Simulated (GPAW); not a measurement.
# BN (F-43m) in GPAW: further runs

One crystal, BN, is run at these levels: PBE0-1/3, PBE; tasks: single point.

Program: GPAW 26.7.0. These are calculated values, not measurements. Logs are shortened: lines on timing, memory, paths and dates and some standing lists are left out, and cuts for length are marked. The log counts tension as positive stress, the text compression.

## 1. The crystal as given

It takes space group F-43m (No. 216, cubic). Conventional cell: a = 3.626 Å, b = 3.626 Å, c = 3.626 Å, α = 90.00°, β = 90.00°, γ = 90.00°. Around N (site symmetry -43m) lie 4 B at 1.57 Å. B (site symmetry -43m) is surrounded by 4 N at 1.57 Å.

The cell is a database's computed one.

## 2. Single point, PBE0-1/3

run.py reads:

```python
from ase.dft.bandgap import bandgap
from ase.io import read, write
from gpaw import GPAW, PW

atoms = read('BN.xyz')

calc = GPAW(mode=PW(600),
            xc={'name': 'HYB_GGA_XC_PBE0_13', 'fraction': 0.3333333333333333, 'omega': 0.0, 'backend': 'pw'},
            kpts={'size': (6, 6, 6), 'gamma': True},
            occupations={'name': 'fermi-dirac', 'width': 0.05},
            nbands=9,
            convergence={'density': 1e-05, 'energy': 1e-05},
            maxiter=60,
            txt='gpaw.txt')
atoms.calc = calc
energy = atoms.get_potential_energy()
calc.write('gs.gpw')
write('result.traj', atoms)
print(f'Energy: {energy:.6f} eV')
print('Fermi level:', round(calc.get_fermi_level(), 4), 'eV')
print(f'Gap: {bandgap(calc)[0]:.4f} eV, direct: {bandgap(calc, direct=True)[0]:.4f} eV')
```

BN.xyz reads:

```xyz
2
Lattice="0.0000000000 1.8130010000 1.8130010000 1.8130010000 0.0000000000 1.8130010000 1.8130010000 1.8130010000 0.0000000000" Properties=species:S:1:pos:R:3 pbc="T T T"
N      0.9065005000      0.9065005000      0.9065005000
B      0.0000000000      0.0000000000      0.0000000000
```

Potentials or basis: GPAW PAW data sets (gpaw-data 1.2.1), pw.

Started as:

```
> OMP_NUM_THREADS=1 python run.py
```

gpaw.txt:

```text
__  _  _
 | _ |_)|_||  |
 |__||  | ||/\| - 26.7.0

Input parameters:
  mode=PW(ecut=600.0),
  convergence={'density': 1e-05, 'energy': 1e-05},
  kpts=MonkhorstPack(size=(6, 6, 6), gamma=True),
  maxiter=60,
  nbands=9,
  occupations=Occupations(name='fermi-dirac', width=0.05),
  xc=XC(name='HYB_GGA_XC_PBE0_13', fraction=0.3333333333333333, omega=0.0, backend='pw')

Diagonalizing LCAO Hamiltonian
Converting LCAO to pw mode

          N
       B

Atoms  # Å, Bohr magnetons
|   | symbol |        x |        y |        z |    initial magnetic moments |
|---|--------|----------|----------|----------|-----------------------------|
| 0 |      N | 0.906501 | 0.906501 | 0.906501 | ( 0.0000,  0.0000,  0.0000) |
| 1 |      B | 0.000000 | 0.000000 | 0.000000 | ( 0.0000,  0.0000,  0.0000) |

Unit cell  # Å
| periodic |        x |        y |        z |  lengths |    angles |
|----------|----------|----------|----------|----------|-----------|
|      yes | 0.000000 | 1.813001 | 1.813001 | 2.563971 | 60.000000 |
|      yes | 1.813001 | 0.000000 | 1.813001 | 2.563971 | 60.000000 |
|      yes | 1.813001 | 1.813001 | 0.000000 | 2.563971 | 60.000000 |

Number of symmetries: 24
Symmetry operations  # r_c * U_cc + t_c -> r_c
|    | kind |            matrix            |
|----|------|------------------------------|
|  0 |  E   |  1, 0, 0,  0, 1, 0,  0, 0, 1 |
|  1 |  σ   |  1, 0, 0,  0, 0, 1,  0, 1, 0 |
|  2 |  σ   |  1, 0,-1,  0, 1,-1,  0, 0,-1 |
|  3 |  C3  |  1, 0,-1,  0, 0,-1,  0, 1,-1 |
|  4 |  C3  |  1,-1, 0,  0,-1, 1,  0,-1, 0 |
|  5 |  σ   |  1,-1, 0,  0,-1, 0,  0,-1, 1 |
|  6 |  σ   |  0, 1, 0,  1, 0, 0,  0, 0, 1 |
|  7 |  C3  |  0, 1, 0,  0, 0, 1,  1, 0, 0 |
|  8 |  C2  |  0, 1,-1,  1, 0,-1,  0, 0,-1 |
|  9 |  S4  |  0, 1,-1,  0, 0,-1,  1, 0,-1 |
| 10 |  C3  |  0, 0, 1,  1, 0, 0,  0, 1, 0 |
| 11 |  σ   |  0, 0, 1,  0, 1, 0,  1, 0, 0 |
| 12 |  S4  |  0, 0,-1,  1, 0,-1,  0, 1,-1 |
| 13 |  C3  |  0, 0,-1,  0, 1,-1,  1, 0,-1 |
| 14 |  S4  |  0,-1, 1,  1,-1, 0,  0,-1, 0 |
| 15 |  C2  |  0,-1, 1,  0,-1, 0,  1,-1, 0 |
| 16 |  C3  |  0,-1, 0,  1,-1, 0,  0,-1, 1 |
| 17 |  S4  |  0,-1, 0,  0,-1, 1,  1,-1, 0 |
| 18 |  S4  | -1, 1, 0, -1, 0, 1, -1, 0, 0 |
| 19 |  C3  | -1, 1, 0, -1, 0, 0, -1, 0, 1 |
| 20 |  C3  | -1, 0, 1, -1, 1, 0, -1, 0, 0 |
| 21 |  S4  | -1, 0, 1, -1, 0, 0, -1, 1, 0 |
| 22 |  σ   | -1, 0, 0, -1, 1, 0, -1, 0, 1 |
| 23 |  C2  | -1, 0, 0, -1, 0, 1, -1, 1, 0 |

BZ-sampling:
  Number of BZ points: 216
  Number of IBZ points: 16

  Monkhorst-Pack size: [6, 6, 6]
  Monkhorst-Pack shift: [0.08333333333333333, 0.08333333333333333, 0.08333333333333333]

K-points  # in reciprocal-cell coordinates
|     |                                coordinates |     weight |
|-----|--------------------------------------------|------------|
|   0 | (  0.00000000,   0.00000000,   0.00000000) | 0.00462963 |
|   1 | (  0.16666667,   0.16666667,   0.00000000) | 0.02777778 |
|   2 | (  0.16666667,   0.16666667,   0.16666667) | 0.03703704 |
|   3 | (  0.33333333,   0.16666667,   0.16666667) | 0.05555556 |
|   4 | (  0.33333333,   0.33333333,  -0.33333333) | 0.05555556 |
|   5 | (  0.33333333,   0.33333333,   0.00000000) | 0.02777778 |
|   6 | (  0.33333333,   0.33333333,   0.16666667) | 0.11111111 |
|   7 | (  0.33333333,   0.33333333,   0.33333333) | 0.03703704 |
|   8 | (  0.50000000,   0.33333333,  -0.33333333) | 0.11111111 |
|   9 | (  0.50000000,   0.33333333,  -0.16666667) | 0.05555556 |
| ... |                                            |            |
|  15 | (  0.50000000,   0.50000000,   0.50000000) | 0.01851852 |

Plane wave coefficients: 411
Cutoff: 600.0 eV

Spin-components: 1 (collinear spins)
Bands:           9
Projectors:      10
Spin-degeneracy: 2
Datatype:        complex128

Parallelization:
  kpt:    1
  domain: 1
  band:   1

Density:
  Valence electrons: 8.0
  Components: 1
  Grid points: [15 15 15]
  Charge: 0.0  # |e|

Potential:
  Grid points: [15 15 15]

species:
  N:
    name:    Nitrogen
    Z:       7.0
    valence: 5
    core:    2
    charge:  0.0  # [|e|]
    compensation charges:
      type: gauss
      rc: 0.18  # [Å]
      lmax: 2
    cutoffs:
      filter: 1.11  # [Å]
      core: 0.96  # [Å]
    projectors
    | kind |    occ | energy [eV] | rcut [Å] |
    |------|--------|-------------|----------|
    |   2s |  2.000 |     -18.583 |    0.603 |
    |   2p |  3.000 |      -7.089 |    0.529 |
    |    s |        |       8.629 |    0.603 |
    |    p |        |      20.123 |    0.529 |
    |    d |        |       0.000 |    0.577 |

    Using partial waves for N as LCAO basis

  B:
    name:    Boron
    Z:       5.0
    valence: 3
    core:    2
    charge:  0.0  # [|e|]
    compensation charges:
      type: gauss
      rc: 0.20  # [Å]
      lmax: 2
    cutoffs:
      filter: 1.14  # [Å]
      core: 1.38  # [Å]
    projectors
    | kind |    occ | energy [eV] | rcut [Å] |
    |------|--------|-------------|----------|
    |   2s |  2.000 |      -9.443 |    0.635 |
    |   2p |  1.000 |      -3.606 |    0.635 |
    |    s |        |      17.768 |    0.635 |
    |    p |        |      23.605 |    0.635 |
    |    d |        |       0.000 |    0.635 |

    Using partial waves for B as LCAO basis

Reference energy: -2151.211071  # eV

eigensolver:
  PPCG
  Converge bands: occupied
  niter=2

density mixing:
  MSR1-Mixer
  Pratt-step length: 0.05
  Maximum mixing coefficient: 0.75
  Old densities: 10
  SVD Regularization: 0.005
  Good broyden scale: 1.0
  Trust region scale: 1.0
  Backstep threshold: 4.0
  History deletion threshold: 6.0
  Fourier metric: weight=20.0, sigma=0.015

occupation numbers:
  Fermi-Dirac:
    width: 0.0500  # eV

poisson solver:
  ecut: 4800.0  # eV

xc functional:
  name: HYB_GGA_XC_PBE0_13 with 2 nearest neighbor stencil

convergence criteria:
- Maximum integral of absolute [dens]ity change: 1e-05 electrons / valence electron
- Maximum [total energy] change in last 3 cyles: 1e-05 eV / valence electron
- Maximum integral of absolute [eigenst]ate change: 4e-08 eV^2 / valence electron
maximum number of iterations: 60

IBZ(<points: 16, symmetries: 24>)
Occupied bands: 4
SCF iterations
|iter     | |      energy | eigst |  dens |
|---------|-|-------------|-------|-------|
|iter:   1| | -116.340244 | +0.33 |       |
|iter:   2| |  -18.386183 | -0.86 | -0.59 |
|iter:   3| |  -17.924652 | -1.48 | -0.71 |
|iter:   4| |  -17.679918 | -1.58 | -0.91 |
|iter:   5| |  -17.754473 | -1.75 | -1.30 |
|iter:   6| |  -17.724588 | -3.23 | -1.44 |
|iter:   7| |  -17.695046 | -2.97 | -1.56 |
|iter:   8| |  -17.697638 | -4.04 | -1.93 |
|iter:   9| |  -17.696030 | -3.91 | -2.05 |
|iter:  10| |  -17.694651 | -3.74 | -2.21 |
|iter:  11| |  -17.695146 | -4.95 | -3.20 |
|iter:  12| |  -17.695072 | -5.91 | -2.86 |
|iter:  13| |  -17.695060 | -6.18 | -3.14 |
|iter:  14| |  -17.695059c| -6.46 | -3.45 |
|iter:  15| |  -17.695060c| -7.03 | -4.10 |
|iter:  16| |  -17.695061c| -8.80c| -4.30 |
|iter:  17| |  -17.695060c| -7.98c| -4.28 |
|iter:  18| |  -17.695060c| -9.01c| -5.54c|

Converged in 18 steps
Energy contributions relative to reference atoms: (reference = -2151.211071)

Energy contributions:
  Kinetic:          10.764151
  Coulomb:         -10.075146
  Zero:             -0.013614
  External:          0.000000
  Xc:               78.135408
  Entropy:          -0.000000
  Spinorbit:         0.000000
  Hybrid_Xc_Cc:       -63.271321
  Hybrid_Xc_Vc:        -2.785924
  Hybrid_Xc_Vv:       -30.448614
  ----------------------------
  Free energy:     -17.695060
  Extrapolated:    -17.695060

dipole moment: (-7.310083, -7.310083, -7.310083)  # |e|*Ang

Fermi level: 10.258
Eigenvalues  # (at kpt = [0.000, 0.000, 0.000])
| band index |      eig [eV] | occ [0-2] |
|------------|---------------|-----------|
|          0 |       -14.380 |     2.000 |
|          1 |         8.289 |     2.000 |
|          2 |         8.289 |     2.000 |
|          3 |         8.289 |     2.000 |
|          4 |        20.412 |     0.000 |
|          5 |        20.412 |     0.000 |
|          6 |        20.412 |     0.000 |
|          7 |        21.889 |     0.000 |
|          8 |        36.563 |     0.000 |

Gap: 7.234 eV
Transition (v -> c):
  (s=0, k=0, n=3, [0.00, 0.00, 0.00]) -> (s=0, k=12, n=4, [0.50, 0.50, 0.00])
Direct/indirect transitions are different
Direct gap: 12.123 eV
Transition at: (s=0, k=0, n=3, [0.00, 0.00, 0.00])
# Writing to gs.gpw (mode='')
```

Wall time 36 min (1 thread of Arm Neoverse V1, shared host); peak memory 0.22 GiB.

Results:

- Free energy: -17.6951 eV
- Band gap on the k mesh: 7.23 eV, indirect (least direct gap 12.12 eV)

Caveat: the k mesh is coarse (spacing up to 0.50 Å⁻¹), so the values aren't converged, least of all with exact exchange; the PAW data sets were made with another functional, which shifts forces and pressure a little.

## 3. Single point, PBE

run.py reads:

```python
from ase.dft.bandgap import bandgap
from ase.io import read, write
from ase.units import GPa
from gpaw import GPAW, PW

atoms = read('POSCAR')

calc = GPAW(mode=PW(800),
            xc='PBE',
            kpts={'size': (7, 7, 7), 'gamma': True},
            occupations={'name': 'fermi-dirac', 'width': 0.05},
            nbands=11,
            convergence={'density': 1e-05, 'energy': 1e-05},
            maxiter=100,
            txt='gpaw.txt')
atoms.calc = calc
energy = atoms.get_potential_energy()
forces = atoms.get_forces()
stress = atoms.get_stress()
calc.write('gs.gpw')
write('result.traj', atoms)
print(f'Energy: {energy:.6f} eV')
print('Forces (eV/A):')
print(forces.round(4))
print('Stress (GPa):', (stress / GPa).round(3))
print('Fermi level:', round(calc.get_fermi_level(), 4), 'eV')
print(f'Gap: {bandgap(calc)[0]:.4f} eV, direct: {bandgap(calc, direct=True)[0]:.4f} eV')
```

POSCAR reads:

```
BN
1.0
    0.0000000000      1.8130010000      1.8130010000
    1.8130010000      0.0000000000      1.8130010000
    1.8130010000      1.8130010000      0.0000000000
N B
1 1
Direct
    0.2500000000      0.2500000000      0.2500000000
    0.0000000000      0.0000000000      0.0000000000
```

Potentials or basis: GPAW PAW data sets (gpaw-data 1.2.1), pw.

Started as:

```
> OMP_NUM_THREADS=1 python run.py
```

gpaw.txt:

```text
__  _  _
 | _ |_)|_||  |
 |__||  | ||/\| - 26.7.0

Input parameters:
  mode=PW(ecut=800.0),
  convergence={'density': 1e-05, 'energy': 1e-05},
  kpts=MonkhorstPack(size=(7, 7, 7), gamma=True),
  maxiter=100,
  nbands=11,
  occupations=Occupations(name='fermi-dirac', width=0.05),
  xc=XC(name='PBE')

Diagonalizing LCAO Hamiltonian
Converting LCAO to pw mode

          N
       B

Atoms  # Å, Bohr magnetons
|   | symbol |        x |        y |        z |    initial magnetic moments |
|---|--------|----------|----------|----------|-----------------------------|
| 0 |      N | 0.906501 | 0.906501 | 0.906501 | ( 0.0000,  0.0000,  0.0000) |
| 1 |      B | 0.000000 | 0.000000 | 0.000000 | ( 0.0000,  0.0000,  0.0000) |

Unit cell  # Å
| periodic |        x |        y |        z |  lengths |    angles |
|----------|----------|----------|----------|----------|-----------|
|      yes | 0.000000 | 1.813001 | 1.813001 | 2.563971 | 60.000000 |
|      yes | 1.813001 | 0.000000 | 1.813001 | 2.563971 | 60.000000 |
|      yes | 1.813001 | 1.813001 | 0.000000 | 2.563971 | 60.000000 |

Number of symmetries: 24
Symmetry operations  # r_c * U_cc + t_c -> r_c
|    | kind |            matrix            |
|----|------|------------------------------|
|  0 |  E   |  1, 0, 0,  0, 1, 0,  0, 0, 1 |
|  1 |  σ   |  1, 0, 0,  0, 0, 1,  0, 1, 0 |
|  2 |  σ   |  1, 0,-1,  0, 1,-1,  0, 0,-1 |
|  3 |  C3  |  1, 0,-1,  0, 0,-1,  0, 1,-1 |
|  4 |  C3  |  1,-1, 0,  0,-1, 1,  0,-1, 0 |
|  5 |  σ   |  1,-1, 0,  0,-1, 0,  0,-1, 1 |
|  6 |  σ   |  0, 1, 0,  1, 0, 0,  0, 0, 1 |
|  7 |  C3  |  0, 1, 0,  0, 0, 1,  1, 0, 0 |
[... 145 lines left out ...]
maximum number of iterations: 100

SCF iterations
|iter     | |      energy | eigst |  dens |
|---------|-|-------------|-------|-------|
|iter:   1| |  -18.327978 | +0.10 |       |
|iter:   2| |  -18.154388 | -2.09 | -0.74 |
|iter:   3| |  -17.510400 | -1.38 | -0.78 |
|iter:   4| |  -17.503037 | -2.90 | -1.38 |
|iter:   5| |  -17.502771 | -3.46 | -1.83 |
|iter:   6| |  -17.502838 | -5.34 | -2.58 |
|iter:   7| |  -17.502837c| -7.03 | -3.56 |
|iter:   8| |  -17.502838c| -8.71c| -4.32 |
|iter:   9| |  -17.502838c| -8.75c| -5.39c|

Converged in 9 steps
Energy contributions relative to reference atoms: (reference = -2151.211071)

Energy contributions:
  Kinetic:          15.733424
  Coulomb:         -15.157700
  Zero:              0.099374
  External:          0.000000
  Xc:              -18.177936
  Entropy:          -0.000000
  Spinorbit:         0.000000
  ----------------------------
  Free energy:     -17.502838
  Extrapolated:    -17.502838

dipole moment: (-7.306759, -7.306759, -7.306759)  # |e|*Ang

Fermi level: 12.235
Eigenvalues  # (at kpt = [0.000, 0.000, 0.000])
| band index |      eig [eV] | occ [0-2] |
|------------|---------------|-----------|
|          0 |       -10.173 |     2.000 |
|          1 |         9.951 |     2.000 |
|          2 |         9.951 |     2.000 |
|          3 |         9.951 |     2.000 |
|          4 |        18.737 |     0.000 |
|          5 |        18.737 |     0.000 |
|          6 |        18.737 |     0.000 |
|          7 |        20.167 |     0.000 |
|          8 |        34.537 |     0.000 |
|          9 |        37.639 |     0.000 |
|         10 |        38.108 |     0.000 |

Gap: 4.710 eV
Transition (v -> c):
  (s=0, k=0, n=3, [0.00, 0.00, 0.00]) -> (s=0, k=16, n=4, [0.43, 0.43, 0.00])
Direct/indirect transitions are different
Direct gap: 8.786 eV
Transition at: (s=0, k=0, n=3, [0.00, 0.00, 0.00])

Forces  # eV/Ang
|       x |        y |        z |
|---------|----------|----------|
| 0.00000 |  0.00000 |  0.00000 |  # N    0
| 0.00000 | -0.00000 | -0.00000 |  # B    1

Stress tensor  # eV/Ang^3
|         x |        y |         z |
|-----------|----------|-----------|
|  0.009896 | 0.000000 | -0.000000 |
|  0.000000 | 0.009896 |  0.000000 |
| -0.000000 | 0.000000 |  0.009896 |

# Writing to gs.gpw (mode='')
```

It took 5.3 s on 1 thread of Arm Neoverse V1, shared host; peak memory 0.13 GiB.

What came out:

| Quantity | Value |
| --- | --- |
| Free energy | -17.5028 eV |
| Pressure | -1.6 GPa |
| Band gap on the k mesh | 4.71 eV, indirect (least direct gap 8.79 eV) |

Caveat: the k mesh is coarse (spacing up to 0.43 Å⁻¹), so the values aren't converged; an odd mesh through Γ misses points on the zone boundary, where band edges often lie.
